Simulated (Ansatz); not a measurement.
Ansatz input file:

```yaml
crystal:
  lattice:
    - [6.2209225141, 0.0, 0.0]
    - [0.0, 8.7977129899, 0.0]
    - [0.0, 0.0, 20.398856495]
  atoms:
    - { symbol: Sb, position: [0.0, 0.25, 0.392178846] }
    - { symbol: Sb, position: [0.0, 0.75, 0.392178846] }
    - { symbol: Sb, position: [0.5, 0.25, 0.392178846] }
    - { symbol: Sb, position: [0.5, 0.75, 0.392178846] }
    - { symbol: Sb, position: [0.0, 0.5, 0.5] }
    - { symbol: Sb, position: [0.0, 0.0, 0.5] }
    - { symbol: Sb, position: [0.5, 0.5, 0.5] }
    - { symbol: Sb, position: [0.5, 0.0, 0.5] }
    - { symbol: Sb, position: [0.0, 0.75, 0.607821154] }
    - { symbol: Sb, position: [0.0, 0.25, 0.607821154] }
    - { symbol: Sb, position: [0.5, 0.75, 0.607821154] }
    - { symbol: Sb, position: [0.5, 0.25, 0.607821154] }
basis:
  ecutwfc: 420
kpoints:
  mp_grid: { grid: [3, 2, 1] }
hamiltonian:
  xc: pbe
scf:
  occupations: { method: gaussian, width: 0.1 }
output:
  forces: true
  eigenvalues: true
  write_density: true
  write_potential: true
  elf: true
  volumetric_format: npy
relax:
  adjacent_minimum: "off"
  f_tol: 0.03
  max_steps: 70
  constraints: [{ sites: [0, 1, 2, 3] }]
efield:
  axis: 3
  dipole_correction: true
  ramp_width: 0.04
```

Run as
```bash
ansatz run input.yaml --threads 4 --pin off --max-ram 12288MiB --backend cpu --events-out ev --progress --plain --runs-dir out
```

Method: DFT PBE, scalar-relativistic, plane waves, PAW (Ansatz).

Abridged output (iterations and final results):

```
SCF iter   1: F=—  HF=-77810.594882 eV  |F-HF|=—  |Δ(HF+E_count)|=         —  Δρ=1.65e-3  dr2=5.18e-2  ethr=1.77e-3  p=0.000 e·Å  D=9.40e-14 V/Å  ΔV_dip= 0.00 eV  dr2_dipole=1.48e-11  V_vac-E_F(+/−)=4.68/4.68 eV  ⟨swp⟩=12.5  Hψ=2080  notcnv=0
efield: sawtooth ramp at fractional position 0.9800 (placed from the atoms, in the widest stretch of the axis that holds none; the zero of the levels goes with the place), width 0.0400; the density the first Hamiltonian is built on has a dipole p = 0.000 e·Å; the dipole correction subtracts the counter field D = 9.40e-14 V/Å, which shifts the + side's vacuum level by  0.00 eV against the − side's; the planar-averaged density in the ramp window peaks in size at 4.2e-7 e/Å³
SCF iter   2: F=—  HF=-77810.584646 eV  |F-HF|=—  |Δ(HF+E_count)|=   1.02e-2  Δρ=6.63e-4  dr2=9.97e-3  ethr=2.88e-5  p=0.000 e·Å  D=4.03e-6 V/Å  ΔV_dip= 0.00 eV  dr2_dipole=5.73e-10  V_vac-E_F(+/−)=4.58/4.58 eV  ⟨swp⟩=3.2  Hψ=843  notcnv=0  defer=7
SCF iter   3: F=—  HF=-77810.584661 eV  |F-HF|=—  |Δ(HF+E_count)|=   1.48e-5  Δρ=2.81e-4  dr2=1.19e-3  ethr=5.54e-6  p=0.000 e·Å  D=1.15e-6 V/Å  ΔV_dip= 0.00 eV  dr2_dipole=1.78e-10  V_vac-E_F(+/−)=4.56/4.56 eV  ⟨swp⟩=2.0  Hψ=670  notcnv=0  defer=7
SCF iter   4: F=—  HF=-77810.584727 eV  |F-HF|=—  |Δ(HF+E_count)|=   6.57e-5  Δρ=1.36e-4  dr2=4.80e-4  ethr=6.60e-7  p=0.000 e·Å  D=5.34e-7 V/Å  ΔV_dip= 0.00 eV  dr2_dipole=1.59e-13  V_vac-E_F(+/−)=4.54/4.54 eV  ⟨swp⟩=2.0  Hψ=670  notcnv=0  defer=7
SCF iter   5: F=-77810.584639 eV  HF=-77810.584642 eV  |F-HF|=2.28e-6  |Δ(HF+E_count)|=   8.51e-5  Δρ=3.11e-5  dr2=1.42e-5  ethr=2.67e-7  p= 0.000 e·Å  D=-6.75e-8 V/Å  ΔV_dip=0.00 eV  dr2_dipole=4.07e-11  V_vac-E_F(+/−)=4.53/4.53 eV  ⟨swp⟩=2.0  Hψ=670  notcnv=0  defer=7
SCF iter   6: F=-77810.584643 eV  HF=-77810.584642 eV  |F-HF|=1.22e-6  |Δ(HF+E_count)|=   1.41e-7  Δρ=9.60e-6  dr2=1.94e-6  ethr=7.87e-9  p= 0.000 e·Å  D=-7.57e-8 V/Å  ΔV_dip=0.00 eV  dr2_dipole=1.32e-11  V_vac-E_F(+/−)=4.53/4.53 eV  ⟨swp⟩=21.0  Hψ=4242  notcnv=0
SCF 1 converged in 6 iterations: F = -77810.584643 eV  dr2 = 1.94e-6
relax step   1: F+E_penalty+E_count = -77810.58464283 eV  Δ(F+E_penalty+E_count) = +0.000e0 eV  max|allowed force component| = 2.254e-1 eV/Å  Δτ_max = 0.0000 Å  (6 SCF iters, dr2 threshold 2.25e-5 eV, accepted)
Initial density: handed on by an earlier stage of this run
Initial wavefunctions: those handed on with the density
SCF iter   1: F=—  HF=-77810.600402 eV  |F-HF|=—  |Δ(HF+E_count)|=         —  Δρ=2.33e-3  dr2=4.88e-2  ethr=2.70e-5  p=0.000 e·Å  D=1.00e-8 V/Å  ΔV_dip= 0.00 eV  dr2_dipole=3.44e-3  V_vac-E_F(+/−)=4.45/4.45 eV  ⟨swp⟩=1.8  Hψ=1565  notcnv=0  defer=32
efield: sawtooth ramp at fractional position 0.9800 (handed on by an earlier solve), width 0.0400; the density the first Hamiltonian is built on has a dipole p = 0.000 e·Å; the dipole correction subtracts the counter field D = 1.00e-8 V/Å, which shifts the + side's vacuum level by  0.00 eV against the − side's; the planar-averaged density in the ramp window peaks in size at 1.6e-7 e/Å³
SCF iter   2: F=—  HF=-77810.598932 eV  |F-HF|=—  |Δ(HF+E_count)|=   1.47e-3  Δρ=5.28e-4  dr2=1.48e-2  ethr=2.70e-5  p=-0.005 e·Å  D=-8.06e-4 V/Å  ΔV_dip=0.02 eV  dr2_dipole=4.44e-3  V_vac-E_F(+/−)=4.49/4.48 eV  ⟨swp⟩=2.0  Hψ=590  notcnv=0  defer=32
SCF iter   3: F=—  HF=-77810.599212 eV  |F-HF|=—  |Δ(HF+E_count)|=   2.79e-4  Δρ=2.68e-4  dr2=3.42e-3  ethr=8.22e-6  p=-0.005 e·Å  D=-7.38e-4 V/Å  ΔV_dip=0.02 eV  dr2_dipole=1.23e-3  V_vac-E_F(+/−)=4.50/4.49 eV  ⟨swp⟩=2.2  Hψ=590  notcnv=0  defer=32
SCF iter   4: F=—  HF=-77810.599225 eV  |F-HF|=—  |Δ(HF+E_count)|=   1.32e-5  Δρ=2.81e-4  dr2=1.78e-3  ethr=1.90e-6  p=-0.001 e·Å  D=-1.95e-4 V/Å  ΔV_dip=0.00 eV  dr2_dipole=2.04e-4  V_vac-E_F(+/−)=4.50/4.50 eV  ⟨swp⟩=2.0  Hψ=660  notcnv=0  defer=32
SCF iter   5: F=—  HF=-77810.598870 eV  |F-HF|=—  |Δ(HF+E_count)|=   3.55e-4  Δρ=5.57e-5  dr2=1.61e-4  ethr=9.89e-7  p=-0.001 e·Å  D=-1.42e-4 V/Å  ΔV_dip=0.00 eV  dr2_dipole=5.16e-5  V_vac-E_F(+/−)=4.50/4.50 eV  ⟨swp⟩=2.0  Hψ=667  notcnv=0  defer=32
SCF iter   6: F=—  HF=-77810.598849 eV  |F-HF|=—  |Δ(HF+E_count)|=   2.05e-5  Δρ=1.67e-5  dr2=1.06e-5  ethr=8.95e-8  p= 0.000 e·Å  D=-2.84e-5 V/Å  ΔV_dip=0.00 eV  dr2_dipole=3.42e-6  V_vac-E_F(+/−)=4.50/4.50 eV  ⟨swp⟩=2.8  Hψ=682  notcnv=0  defer=32
SCF iter   7: F=-77810.598853 eV  HF=-77810.598853 eV  |F-HF|=9.13e-8  |Δ(HF+E_count)|=   3.39e-6  Δρ=5.28e-6  dr2=5.40e-7  ethr=1.76e-9  p=0.000 e·Å  D=3.66e-5 V/Å  ΔV_dip= 0.00 eV  dr2_dipole=1.06e-7  V_vac-E_F(+/−)=4.50/4.50 eV  ⟨swp⟩=23.2  Hψ=3894  notcnv=0
SCF iter   8: F=-77810.598853 eV  HF=-77810.598853 eV  |F-HF|=9.69e-9  |Δ(HF+E_count)|=   3.86e-7  Δρ=1.95e-6  dr2=1.08e-7  ethr=3.00e-10  p=0.000 e·Å  D=5.27e-5 V/Å  ΔV_dip= 0.00 eV  dr2_dipole=2.21e-8  V_vac-E_F(+/−)=4.50/4.50 eV  ⟨swp⟩=10.5  Hψ=3144  notcnv=0
SCF 2 converged in 8 iterations: F = -77810.598853 eV  dr2 = 1.08e-7
relax step   2: F+E_penalty+E_count = -77810.59885301 eV  Δ(F+E_penalty+E_count) = -1.421e-2 eV  max|allowed force component| = 2.051e-1 eV/Å  Δτ_max = 0.1995 Å  (8 SCF iters, dr2 threshold 3.17e-6 eV, accepted)
SCF iter   1: F=—  HF=-77810.634770 eV  |F-HF|=—  |Δ(HF+E_count)|=         —  Δρ=1.09e-3  dr2=9.78e-3  ethr=5.84e-5  p=0.000 e·Å  D=5.27e-5 V/Å  ΔV_dip= 0.00 eV  dr2_dipole=3.78e-4  V_vac-E_F(+/−)=4.54/4.54 eV  ⟨swp⟩=4.5  Hψ=1111  notcnv=0  defer=44
efield: sawtooth ramp at fractional position 0.9800 (handed on by an earlier solve), width 0.0400; the density the first Hamiltonian is built on has a dipole p = 0.000 e·Å; the dipole correction subtracts the counter field D = 5.27e-5 V/Å, which shifts the + side's vacuum level by  0.00 eV against the − side's; the planar-averaged density in the ramp window peaks in size at 6.9e-8 e/Å³
SCF iter   2: F=—  HF=-77810.634638 eV  |F-HF|=—  |Δ(HF+E_count)|=   1.32e-4  Δρ=2.21e-4  dr2=3.48e-3  ethr=5.43e-6  p=0.002 e·Å  D=3.53e-4 V/Å  ΔV_dip=-0.01 eV  dr2_dipole=1.07e-3  V_vac-E_F(+/−)=4.52/4.53 eV  ⟨swp⟩=2.0  Hψ=613  notcnv=0  defer=44
SCF iter   3: F=—  HF=-77810.634739 eV  |F-HF|=—  |Δ(HF+E_count)|=   1.01e-4  Δρ=1.01e-4  dr2=8.34e-4  ethr=1.93e-6  p=0.002 e·Å  D=3.18e-4 V/Å  ΔV_dip=-0.01 eV  dr2_dipole=3.16e-4  V_vac-E_F(+/−)=4.51/4.52 eV  ⟨swp⟩=1.8  Hψ=405  notcnv=0  defer=44
SCF iter   4: F=—  HF=-77810.634734 eV  |F-HF|=—  |Δ(HF+E_count)|=   4.84e-6  Δρ=1.25e-4  dr2=3.21e-4  ethr=4.63e-7  p=0.001 e·Å  D=8.44e-5 V/Å  ΔV_dip= 0.00 eV  dr2_dipole=2.75e-5  V_vac-E_F(+/−)=4.51/4.52 eV  ⟨swp⟩=2.0  Hψ=670  notcnv=0  defer=44
SCF iter   5: F=—  HF=-77810.634659 eV  |F-HF|=—  |Δ(HF+E_count)|=   7.55e-5  Δρ=2.03e-5  dr2=1.49e-5  ethr=1.78e-7  p=0.001 e·Å  D=9.02e-5 V/Å  ΔV_dip= 0.00 eV  dr2_dipole=5.09e-6  V_vac-E_F(+/−)=4.51/4.51 eV  ⟨swp⟩=2.0  Hψ=740  notcnv=0  defer=44
SCF iter   6: F=-77810.634659 eV  HF=-77810.634660 eV  |F-HF|=1.27e-7  |Δ(HF+E_count)|=   8.13e-7  Δρ=7.13e-6  dr2=1.24e-6  ethr=1.46e-9  p=0.000 e·Å  D=4.06e-5 V/Å  ΔV_dip= 0.00 eV  dr2_dipole=3.38e-7  V_vac-E_F(+/−)=4.51/4.51 eV  ⟨swp⟩=20.5  Hψ=3947  notcnv=0
SCF 3 converged in 6 iterations: F = -77810.634659 eV  dr2 = 1.24e-6
relax step   3: F+E_penalty+E_count = -77810.63465940 eV  Δ(F+E_penalty+E_count) = -3.581e-2 eV  max|allowed force component| = 4.335e-3 eV/Å  Δτ_max = 0.0929 Å  (6 SCF iters, dr2 threshold 2.63e-6 eV, accepted)
SCF iter   1: F=—  HF=-77810.634686 eV  |F-HF|=—  |Δ(HF+E_count)|=         —  Δρ=7.14e-6  dr2=1.24e-6  ethr=6.91e-10  p=0.000 e·Å  D=4.06e-5 V/Å  ΔV_dip= 0.00 eV  dr2_dipole=3.40e-7  V_vac-E_F(+/−)=4.51/4.51 eV  ⟨swp⟩=1.0  Hψ=1032  notcnv=0
efield: sawtooth ramp at fractional position 0.9800 (handed on by an earlier solve), width 0.0400; the density the first Hamiltonian is built on has a dipole p = 0.000 e·Å; the dipole correction subtracts the counter field D = 4.06e-5 V/Å, which shifts the + side's vacuum level by  0.00 eV against the − side's; the planar-averaged density in the ramp window peaks in size at 8.1e-8 e/Å³
SCF iter   2: F=—  HF=-77810.634661 eV  |F-HF|=—  |Δ(HF+E_count)|=   2.56e-5  Δρ=3.87e-6  dr2=5.05e-7  ethr=6.91e-10  p=0.000 e·Å  D=2.85e-5 V/Å  ΔV_dip= 0.00 eV  dr2_dipole=1.56e-7  V_vac-E_F(+/−)=4.51/4.51 eV  ⟨swp⟩=2.0  Hψ=748  notcnv=0
SCF iter   3: F=—  HF=-77810.634661 eV  |F-HF|=—  |Δ(HF+E_count)|=   7.77e-9  Δρ=2.71e-6  dr2=2.30e-7  ethr=2.81e-10  p=0.000 e·Å  D=2.17e-5 V/Å  ΔV_dip= 0.00 eV  dr2_dipole=4.50e-8  V_vac-E_F(+/−)=4.51/4.51 eV  ⟨swp⟩=2.0  Hψ=750  notcnv=0
SCF iter   4: F=-77810.634661 eV  HF=-77810.634661 eV  |F-HF|=1.25e-8  |Δ(HF+E_count)|=   2.48e-8  Δρ=6.71e-7  dr2=1.10e-8  ethr=5.56e-11  p=0.000 e·Å  D=1.62e-5 V/Å  ΔV_dip= 0.00 eV  dr2_dipole=3.65e-9  V_vac-E_F(+/−)=4.51/4.51 eV  ⟨swp⟩=11.2  Hψ=3043  notcnv=0
SCF 4 converged in 4 iterations: F = -77810.634661 eV  dr2 = 1.10e-8
relax step   4: F+E_penalty+E_count = -77810.63466053 eV  Δ(F+E_penalty+E_count) = -1.137e-6 eV  max|allowed force component| = 4.393e-3 eV/Å  Δτ_max = 0.0000 Å  (4 SCF iters, accepted)
SCF converged after 4 iterations
Free energy (F): -77810.634661 eV
Harris-Foulkes:  -77810.634661 eV  (|F-HF|=1.25e-8)
Internal energy: -77810.567551 eV  (E = F + TS)
E sigma→0 (E₀):  -77810.601106 eV
Entropy (-TS):   -0.067110 eV (-5.592 meV/atom)
Fermi energy:    0.079461 eV
Dipole field:    D = -0.000018 V/Å  (p = -0.000112 e·Å, saw-weighted, corrected)
Work function:   Φ+ = 4.5137 eV   Φ− = 4.5133 eV
Levels:          The Fermi level and band energies are counted from a zero that moves with the ramp; work functions are not
--- Per-component energies (eV) ---
  E_band       = -3732.402188
  E_kinetic    = 2467.716016
  E_local      = -107187.563664  (includes V_loc(G=0)·N_el)
  E_nonlocal   = 4342.013060
  E_hartree    = 51856.746553
  E_xc         = -1651.846135
  E_vxc        = -1141.708651  (∫ρ·V_xc dr)
  E_paw        = -54900.155075  (= ΣΔE_a)
  E_vpaw       = -5926.352197  (= ΣTr[D̂ρ^β])
  E_aug_tail   = -0.000018  (compensation charges beyond the density's cutoff)
  E_efield     = 0.000000  (sawtooth field / dipole correction)
  E_vefield    = -0.000174  (∫n·V_field dr)
  E_ewald      = 27262.521712
  E_smearing   = -0.067110  (= −TS)
--- Forces (eV/Å), atoms counted from 1 ---
  atom   1  Sb     0.00000000     0.00000000     0.00667789
  atom   2  Sb     0.00000000     0.00000000     0.00667789
  atom   3  Sb     0.00000000     0.00000000     0.00667789
  atom   4  Sb     0.00000000     0.00000000     0.00667789
  atom   5  Sb     0.00000000     0.00000000    -0.00228842
  atom   6  Sb     0.00000000     0.00000000    -0.00228842
  atom   7  Sb     0.00000000     0.00000000    -0.00228842
  atom   8  Sb     0.00000000     0.00000000    -0.00228842
  atom   9  Sb     0.00000000     0.00000000    -0.00439268
  atom  10  Sb     0.00000000     0.00000000    -0.00439268
  atom  11  Sb     0.00000000     0.00000000    -0.00439268
  atom  12  Sb     0.00000000     0.00000000    -0.00439268
--- Band table (eV) ---
  k-point 0: bands = ["-29.0494", "-29.0472", "-29.0068", "-29.0014", "-28.9915", "-28.9907", "-28.9906", "-28.9901", "-28.9891", "-28.9838", "-28.9799", "-28.9750", "-28.9723", "-28.9679", "-28.9427", "-28.9423", "-28.9423", "-28.9415", "-28.8995", "-28.8918", "-28.7459", "-28.7456", "-28.7430", "-28.7344", "-28.6885", "-28.6875", "-28.6866", "-28.6863", "-28.6860", "-28.6853", "-28.6841", "-28.6841", "-28.6801", "-28.6800", "-28.6755", "-28.6754", "-28.6752", "-28.6747", "-28.6743", "-28.6728", "-28.6720", "-28.6709", "-28.6703", "-28.6685", "-28.6677", "-28.6629", "-28.6504", "-28.6467", "-28.6409", "-28.6404", "-28.6396", "-28.6395", "-28.6385", "-28.6381", "-28.6373", "-28.6372", "-28.5 ...
  k-point 1: bands = ["-29.0483", "-29.0483", "-28.9993", "-28.9993", "-28.9929", "-28.9929", "-28.9904", "-28.9904", "-28.9899", "-28.9899", "-28.9761", "-28.9761", "-28.9715", "-28.9715", "-28.9425", "-28.9425", "-28.9419", "-28.9419", "-28.8957", "-28.8957", "-28.7444", "-28.7444", "-28.7413", "-28.7413", "-28.6877", "-28.6877", "-28.6872", "-28.6872", "-28.6848", "-28.6848", "-28.6845", "-28.6845", "-28.6771", "-28.6771", "-28.6741", "-28.6741", "-28.6733", "-28.6733", "-28.6698", "-28.6698", "-28.6693", "-28.6693", "-28.6689", "-28.6689", "-28.6639", "-28.6639", "-28.6614", "-28.6614", "-28.6404", "-28.6404", "-28.6400", "-28.6400", "-28.6378", "-28.6378", "-28.6375", "-28.6375", "-28.5 ...
  k-point 2: bands = ["-29.0116", "-29.0085", "-29.0055", "-29.0028", "-28.9893", "-28.9855", "-28.9787", "-28.9786", "-28.9786", "-28.9782", "-28.9773", "-28.9762", "-28.9712", "-28.9690", "-28.9547", "-28.9544", "-28.9543", "-28.9534", "-28.9365", "-28.9308", "-28.7071", "-28.7067", "-28.7040", "-28.6965", "-28.6790", "-28.6789", "-28.6767", "-28.6767", "-28.6766", "-28.6758", "-28.6749", "-28.6746", "-28.6742", "-28.6740", "-28.6736", "-28.6735", "-28.6725", "-28.6724", "-28.6721", "-28.6720", "-28.6717", "-28.6714", "-28.6708", "-28.6696", "-28.6688", "-28.6664", "-28.6528", "-28.6522", "-28.6514", "-28.6512", "-28.6504", "-28.6499", "-28.6495", "-28.6490", "-28.6490", "-28.6476", "-28.6 ...
  k-point 3: bands = ["-29.0100", "-29.0100", "-28.9976", "-28.9976", "-28.9944", "-28.9944", "-28.9785", "-28.9785", "-28.9779", "-28.9779", "-28.9750", "-28.9750", "-28.9726", "-28.9726", "-28.9545", "-28.9545", "-28.9539", "-28.9539", "-28.9337", "-28.9337", "-28.7056", "-28.7056", "-28.7037", "-28.7037", "-28.6759", "-28.6759", "-28.6755", "-28.6755", "-28.6753", "-28.6753", "-28.6731", "-28.6731", "-28.6729", "-28.6729", "-28.6728", "-28.6728", "-28.6722", "-28.6722", "-28.6717", "-28.6717", "-28.6709", "-28.6709", "-28.6700", "-28.6700", "-28.6632", "-28.6632", "-28.6621", "-28.6621", "-28.6522", "-28.6522", "-28.6519", "-28.6519", "-28.6496", "-28.6496", "-28.6493", "-28.6493", "-28.6 ...
--- Relaxed structure (4 steps of the walk, 4 accepted, 0 SCFs on fresh bases) ---
  F+E_penalty+E_count = -77810.63466053 eV   max|allowed force component| = 4.393e-3 eV/Å
  atoms:
    - { symbol: Sb, position: [0.0, 0.25, 0.39217884] }
    - { symbol: Sb, position: [0.0, 0.75000000, 0.39217884] }
    - { symbol: Sb, position: [0.5, 0.25, 0.39217884] }
    - { symbol: Sb, position: [0.5, 0.75000000, 0.39217884] }
    - { symbol: Sb, position: [0.0, 0.5, 0.49741539] }
    - { symbol: Sb, position: [0.0, 0.0, 0.49741539] }
    - { symbol: Sb, position: [0.5, 0.5, 0.49741539] }
    - { symbol: Sb, position: [0.5, 0.0, 0.49741539] }
    - { symbol: Sb, position: [0.0, 0.75000000, 0.60259539] }
    - { symbol: Sb, position: [0.0, 0.25, 0.60259539] }
    - { symbol: Sb, position: [0.5, 0.75000000, 0.60259539] }
    - { symbol: Sb, position: [0.5, 0.25, 0.60259539] }
```

The relaxation met its thresholds.

It took 49 s on 4 threads of Intel(R) Xeon(R) Platinum 8488C (Sapphire Rapids), on a shared host, peak memory 2 GiB.